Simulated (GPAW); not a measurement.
**Sn in GPAW: convergence with convergence criteria**

Input of the first run (convergence criteria density=0.001 energy=0.01 eigenstates=0.0001); the others differ in this setting and in those tied to it:

Contents of run.py:

```python
from ase import Atoms
from ase.dft.bandgap import bandgap
from ase.io import write
from ase.units import GPa
from gpaw import GPAW, PW

atoms = Atoms(['Sn', 'Sn'],
              cell=[[0.0, 3.2333428, 3.2333428],
                    [3.2333428, 0.0, 3.2333428],
                    [3.2333428, 3.2333428, 0.0]],
              scaled_positions=[[0.75, 0.75, 0.75],
                                [0.5, 0.5, 0.5]],
              pbc=True)

calc = GPAW(mode=PW(600),
            xc='PBE',
            kpts={'size': (7, 7, 7), 'gamma': True},
            occupations={'name': 'fermi-dirac', 'width': 0.05},
            nbands=24,
            convergence={'density': 0.001, 'energy': 0.01, 'eigenstates': 0.0001},
            maxiter=100,
            txt='gpaw.txt')
atoms.calc = calc
energy = atoms.get_potential_energy()
forces = atoms.get_forces()
stress = atoms.get_stress()
calc.write('gs.gpw')
write('result.traj', atoms)
print(f'Energy: {energy:.6f} eV')
print('Forces (eV/A):')
print(forces.round(4))
print('Stress (GPa):', (stress / GPa).round(3))
print('Fermi level:', round(calc.get_fermi_level(), 4), 'eV')
print(f'Gap: {bandgap(calc)[0]:.4f} eV, direct: {bandgap(calc, direct=True)[0]:.4f} eV')
```

Potentials or basis: GPAW PAW data sets (gpaw-data 1.2.1), pw.

The run is started by

```bash
$ OMP_NUM_THREADS=1 python run.py
```

This isn't the form of Sn at room conditions, which is tetragonal (white tin).

Hardware: 1 thread of Arm Neoverse V2, with other jobs on the host.

```
                        convergence criteria  energy less the tightest run, at zero smearing (meV/atom)  SCF cycles  CPU time (s)  peak memory (GiB)
density=0.001 energy=0.01 eigenstates=0.0001                                                       0.00           6            13               0.17
                                     default                                                       0.00           8            18               0.17
                  density=1e-05 energy=1e-05                                                       0.00           9            18               0.17
                 density=1e-05 forces=0.0001                                                       0.00          10            19               0.17
density=1e-06 energy=1e-06 eigenstates=1e-10                                                       0.00          11            23               0.17
```

Against the tightest run, the energy stays within 1 meV/atom from density=0.001 energy=0.01 eigenstates=0.0001 on. The tightest run that finished is the yardstick and may itself not be fully converged.
